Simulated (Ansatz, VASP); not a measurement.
**Two plane-wave programs on F**

```xyz
1
Lattice="0.0000 1.7220 1.7220 1.7220 0.0000 1.7220 1.7220 1.7220 0.0000" Properties=species:S:1:pos:R:3 pbc="T T T"
F     0.0000    0.0000    0.0000
```

Alike in both runs: functional PBE; k mesh 18 × 18 × 18; occupations fermi-dirac, width 0.08 eV; no spin polarisation.

Ansatz relaxed the structure, and its values are those at the end. VASP's run is a single point on that final structure, the one shown.

|  | VASP | Ansatz |
| --- | --- | --- |
| version | VASP 6.6.1 | Ansatz 0.2.0 |
| potentials or method | VASP PAW PBE potentials, release 64 (F) | PAW with Ansatz's default frozen-core files, scalar-relativistic |
| plane-wave cutoff (eV) | 520 | 420 |
| valence electrons in the cell | 7 | 7 |

|  | VASP | Ansatz | Ansatz less VASP |
| --- | --- | --- | --- |
| pressure (GPa) | -0.6 | 0.0 | +0.61 |

The functional is the same, so the differences come from potentials, cutoffs and numerics.

Caveats: an odd number of electrons without spin polarisation forces a metal; a magnetic or distorted state may lie lower.
